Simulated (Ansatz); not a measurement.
# SnSe: squeezing one contact

The task here is to estimate one member of a computed series from the others.

Computed with Ansatz 0.2.0 (DFT, PBE, PAW with Ansatz's default frozen-core files, scalar-relativistic, unless a step's input says otherwise).

1 further run of the same task is left out (it didn't finish).

## Starting point

Symmetry: Fm-3m, No. 225, cubic system. The conventional cell has a = 6.021 Å, b = 6.021 Å, c = 6.021 Å, α = 90.00°, β = 90.00°, γ = 90.00°. Around Sn (site symmetry m-3m) lie 6 Se at 3.01 Å. Around Se (site symmetry m-3m) lie 6 Sn at 3.01 Å.

As a file:

```
CELL_PARAMETERS angstrom
0.00000 3.01043 3.01043
3.01043 0.00000 3.01043
3.01043 3.01043 0.00000
ATOMIC_POSITIONS crystal
Sn 0.00000 0.00000 0.00000
Se 0.50000 0.50000 0.50000
```

Atoms are numbered in the order of the input: Sn1, Se2.

The first run:

input.yaml reads:

```yaml
crystal:
  lattice:
    - [0.0, 3.0104337128, 3.0104337128]
    - [3.0104337128, 0.0, 3.0104337128]
    - [3.0104337128, 3.0104337128, 0.0]
  atoms:
    - { symbol: Sn, position: [0.0, 0.0, 0.0] }
    - { symbol: Se, position: [0.5, 0.5, 0.5] }
kpoints:
  mp_grid: { grid: [9, 9, 9] }
scf:
  occupations: { method: fermi_dirac, width: 0.05 }
hamiltonian:
  xc: pbe
  pseudopotentials: { kind: paw }
output:
  forces: true
  stress: true
  eigenvalues: true
  efg: { contact_densities: true }
  populations: true
```

Command:

```sh
ansatz run input.yaml --threads 1 --pin off --max-ram 2048MiB --backend cpu --events-out ev --progress --plain --runs-dir out
```

Among the steps run: Shortest bond scaled by 1, PAW; Shortest bond scaled by 0.82, PAW; Shortest bond scaled by 0.76, PAW; Shortest bond scaled by 0.7, PAW; Shortest bond scaled by 0.64, PAW; Shortest bond scaled by 0.64, PAW (partial_waves polarizable).

One table of the session follows, with a row left open; its other results are not shown here.

| method | length (Å) | F from the given length (eV/cell) | force along the bond (eV/Å) | pressure (GPa) | largest force (eV/Å) |
| --- | --- | --- | --- | --- | --- |
| PAW | 1.927 | 4.794 | 20.228 | 42.07 | 20.228 |
| PAW | 2.107 | ? | ? | ? | ? |
| PAW | 2.288 | 0.875 | 4.768 | 12.54 | 4.768 |
| PAW | 2.469 | 0.288 | 2.024 | 6.43 | 2.024 |
| PAW | 3.010 | 0.000 | 0.000 | 1.01 | 0.000 |
| PAW (partial_waves polarizable) | 1.927 | – | 20.215 | 42.05 | 20.215 |

Estimate the missing values for PAW, 2.107.

As computed: F from the given length (eV/cell): 2.161; force along the bond (eV/Å): 10.042; pressure (GPa): 23.41; largest force (eV/Å): 10.042. In the column «F from the given length (eV/cell)» it lies between PAW, 2.288 (0.875) and PAW, 1.927 (4.794).

To keep in mind: Warnings in the runs' records: gradients without spin orbit.
